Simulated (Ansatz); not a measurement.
Theory: DFT PBE, scalar-relativistic, plane waves, PAW (Ansatz). Settings: cutoff 420 eV, Γ-centred meshes spaced at most about 0.3 Å⁻¹, and about 0.25 Å⁻¹ or finer for metals (2π included), Gaussian smearing. No spin polarisation.

Energies count from the standard state of Mg at the same level.

These are static total energies at zero pressure. Larger cells and other orderings weren't all tried, so the list isn't exhaustive.

A search for Mg sheets gave 5 distinct relaxed structures. All are two-dimensional sheets, periodic along a and b, with vacuum along c. Coordination counts all near atoms (those within 1.25 times the shortest distance at each site). Cells relaxed within their symmetry can be saddle points.

Question: What is the best candidate for Mg?

Answer: The one with layer group p-3m1 (No. 72), reached from: random sheet. It has a = 3.100 Å, b = 3.100 Å, γ = 120.0°, thickness 2.69 Å between the outermost nuclei, 4.2 Å²/atom, no gap on the mesh. Mg at height 0.00 Å has 9 Mg at 3.10–3.23 Å. Its energy over the standard state is +0.30 eV/atom. So it is a metastable form at best.

```
Mg
1.0
     3.10048    0.00000    0.00000
    -1.55024    2.68510    0.00000
     0.00000    0.00000   29.23643
Mg
2
Direct
  0.33333 0.66667 0.22764
  0.66667 0.33333 0.31962
```

Question: How much higher is the p4/mmm structure with 4.4 Å²/atom and coordination Mg 5 (reached from: random sheet)?

Answer: 282 meV/atom. It has no gap on its mesh.

Question: How much higher is the p6/mmm structure with 10.5 Å²/atom and coordination Mg 4 (reached from: random sheet)?

Answer: 0.63 eV/atom. It has no gap on its mesh.
